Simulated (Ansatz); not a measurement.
**CdS: how the settings move a single-point run**

How sensitive is a single-point run of CdS to its settings? A reference run comes first, then five runs with altered input. The cell is built on a prototype (CsCl type) and needn't be the phase found in nature.

Computed with Ansatz 0.2.0 (reference: DFT, PBE, plane waves, PAW, unless a step's input says otherwise).

8 further runs of the same task are left out: 1 for a known fault of the program, 7 that didn't finish.

## 1. Starting point

Symmetry: Pm-3m, No. 221, cubic system. The conventional cell has a = 3.387 Å, b = 3.387 Å, c = 3.387 Å, α = 90.00°, β = 90.00°, γ = 90.00°. Cd (site symmetry m-3m) is surrounded by 8 S at 2.93 Å. S (site symmetry m-3m) is surrounded by 8 Cd at 2.93 Å.

As a file:

```
Cd S
1.0
     3.38691    0.00000    0.00000
     0.00000    3.38691    0.00000
     0.00000    0.00000    3.38691
Cd S
1 1
Direct
  0.00000 0.00000 0.00000
  0.50000 0.50000 0.50000
```

## 2. Reference

input.yaml

```yaml
crystal:
  lattice:
    - [3.386908614, 0.0, 0.0]
    - [0.0, 3.386908614, 0.0]
    - [0.0, 0.0, 3.386908614]
  atoms:
    - { symbol: Cd, position: [0.0, 0.0, 0.0] }
    - { symbol: S, position: [0.5, 0.5, 0.5] }
kpoints:
  mp_grid: { grid: [6, 6, 6] }
hamiltonian:
  xc: pbe
scf:
  occupations: { method: fermi_dirac, width: 0.02 }
  n_extra_bands: 4
output:
  forces: true
  stress: true
  eigenvalues: true
```

Run with:

```bash
ansatz run input.yaml --threads 4 --pin off --max-ram 3686MiB --backend cpu --events-out ev --progress --plain --runs-dir out
```

## 3. Changing settings: ecutrho_ratio 8

Edit input.yaml of step 2 so:

```diff
@@ -15,2 +15,3 @@
   n_extra_bands: 4
+  max_iter: 94
 output:
@@ -19 +20,3 @@
   eigenvalues: true
+basis:
+  ecutrho_ratio: 8
```

## 4. Changing settings: preconditioner kerker

Edit input.yaml of step 2 so:

```diff
@@ -15,2 +15,3 @@
   n_extra_bands: 4
+  mixing: { preconditioner: kerker }
 output:
```

## 5. Variant: xc_grid 3

Edit input.yaml of step 2 so:

```diff
@@ -19 +19,3 @@
   eigenvalues: true
+basis:
+  xc_grid: 3
```

## 6. Changing settings: occupations.method gaussian, occupations.width 0.001

Edit input.yaml of step 2 so:

```diff
@@ -13,3 +13,3 @@
 scf:
-  occupations: { method: fermi_dirac, width: 0.02 }
+  occupations: { method: gaussian, width: 0.001 }
   n_extra_bands: 4
```

## 7. Changing settings: xc lda

Edit input.yaml of step 2 so:

```diff
@@ -11,3 +11,3 @@
 hamiltonian:
-  xc: pbe
+  xc: lda
 scf:
```

Q: Predict the outcome of this session. Wanted: for each run, ending; energy change; pressure; gap; force.

**Answer**, as computed:

```tsv
run	ending	energy change	pressure (GPa)	gap (eV)	force (eV/Å)	cycles	time
reference	converged	0	1.7	0.00	0.00	6	1.2 s
1: ecutrho_ratio 8	converged	0.0 meV/atom	1.7	0.00	0.00	6	1.3 s
2: preconditioner kerker	converged	0.0 meV/atom	1.7	0.00	0.00	6	1.1 s
3: xc_grid 3	converged	0.0 meV/atom	1.7	0.00	0.00	6	1.2 s
4: occupations.method gaussian, occupations.width 0.001	converged	+0.7 meV/atom (σ→0)	1.7	0.00	0.00	6	1.4 s
5: xc lda	converged	not comparable	-5.2	0.00	0.00	6	1.4 s
```

Residual by cycle in the longest SCF loop of each run; runs are numbered as in the table. The quantity is the density residual dr2, in eV.

```tsv
cycle	reference	run 1	run 2	run 3	run 4	run 5
1	0.0258	0.0258	0.0258	0.0258	0.0247	0.0231
2	0.00242	0.00242	0.00713	0.00242	0.00219	0.0025
3	5.1e-5	5.1e-5	2.0e-4	5.1e-5	4.9e-5	5.3e-4
4	8.0e-6	8.0e-6	1.4e-5	8.0e-6	7.8e-6	7.9e-5
5	2.4e-8	2.3e-8	1.0e-6	2.3e-8	2.2e-8	9.4e-7
6	4.6e-10	5.1e-10	3.2e-8	4.3e-10	4.8e-10	9.6e-8
```

The pressure spans -5.2 to 1.7 GPa over the reference and the converged variants. Semilocal functionals close small gaps, so the missing gap need not be the real solid's.
